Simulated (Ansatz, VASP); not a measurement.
## One calculation of Al, two programs

File INCAR:

```
ALGO = Normal
EDIFF = 1E-7
ENCUT = 520
GGA = PE
ISIF = 2
ISMEAR = -1
LASPH = True
LCHARG = False
LREAL = False
LWAVE = False
NBANDS = 10
NELM = 80
PREC = Accurate
SIGMA = 0.05
```

Contents of KPOINTS:

```
k-points
0
Gamma
  16 16 16
```

File POSCAR:

```
Al
1.0
   -2.0881553932      2.0881553932      1.1005820028
    2.0881553932     -2.0881553932      1.1005820028
    2.0881553932      2.0881553932     -1.1005820028
Al
2
Direct
   -0.3750000000     -0.1250000000     -0.2500000000
    0.3750000000      0.1250000000      0.2500000000
```

Input for Ansatz:

```yaml
crystal:
  lattice:
    - [-2.0881553932, 2.0881553932, 1.1005820028]
    - [2.0881553932, -2.0881553932, 1.1005820028]
    - [2.0881553932, 2.0881553932, -1.1005820028]
  atoms:
    - { symbol: Al, position: [-0.375, -0.125, -0.25] }
    - { symbol: Al, position: [0.375, 0.125, 0.25] }
kpoints:
  mp_grid: { grid: [16, 16, 16] }
scf:
  occupations: { method: fermi_dirac, width: 0.05 }
hamiltonian:
  xc: pbe
  pseudopotentials: { kind: all_electron, lapw: { basis_error: 0.001 } }
output:
  forces: true
  stress: true
  eigenvalues: true
  populations: true
```

Change from the starting cell: volume scaled by 0.5, LAPW.

Alike in both runs: task single point; functional PBE; k mesh 16 × 16 × 16; occupations fermi-dirac, width 0.05 eV; no spin polarisation.

|  | VASP | Ansatz |
| --- | --- | --- |
| version | VASP 6.6.1 | Ansatz 0.2.0 |
| potentials or method | VASP PAW PBE potentials, release 64 (Al) | all-electron LAPW, scalar-relativistic |
| plane-wave cutoff (eV) | 520 | see its input |

|  | VASP | Ansatz | Ansatz less VASP |
| --- | --- | --- | --- |
| pressure (GPa) | 163.7 | 162.4 | -1.27 |
| largest component of the traceless stress (GPa) | 0.15 | 0.01 | -0.145 |

Ansatz ran all-electron here, so the differences hold the error of VASP's frozen core and of both bases.

Caveats: the cell as given lies far from equilibrium; so large a pressure means that the cell lies far from this level's equilibrium, or that cutoff or potentials fall short (VASP).
